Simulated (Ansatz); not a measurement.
Crystal: BeS.

```
S Be
1.0
     0.00000    2.42500    2.42500
     2.42500    0.00000    2.42500
     2.42500    2.42500    0.00000
S Be
1 1
Direct
  0.75000 0.75000 0.75000
  0.00000 0.00000 0.00000
```

Base run:

- Program: Ansatz 0.2.0
- Functional: r2SCAN
- Potentials or basis: Ansatz PAW
- Cutoff: 500 eV (not typed: the program's choice for these potentials)
- k mesh: 9 × 9 × 9
- Occupations: fermi-dirac, width 0.05 eV
- Spin: no spin polarisation

Its results: band gap on the k mesh 3.66 eV, indirect (least direct gap 6.23 eV); pressure 1.1 GPa.

**Question.** The run is repeated on the same cell with these changes: functional from r2SCAN to LDA; cutoff from 500 eV (not typed: the program's choice for these potentials) to 420 eV (not typed: the program's choice for these potentials). What comes out?

**Answer.** Band gap on the k mesh 2.99 eV, indirect (least direct gap 5.52 eV); pressure -3.2 GPa.

r2SCAN gives the wider gap, since meta-GGAs in the generalised Kohn-Sham scheme recover part of the derivative discontinuity.

Caveats: the k mesh misses the band edges, so the gap on the mesh is wider than the one along the path; the PAW data sets come from PBE, with cores solved anew for the run's functional, which leaves a small shift of forces and pressure.
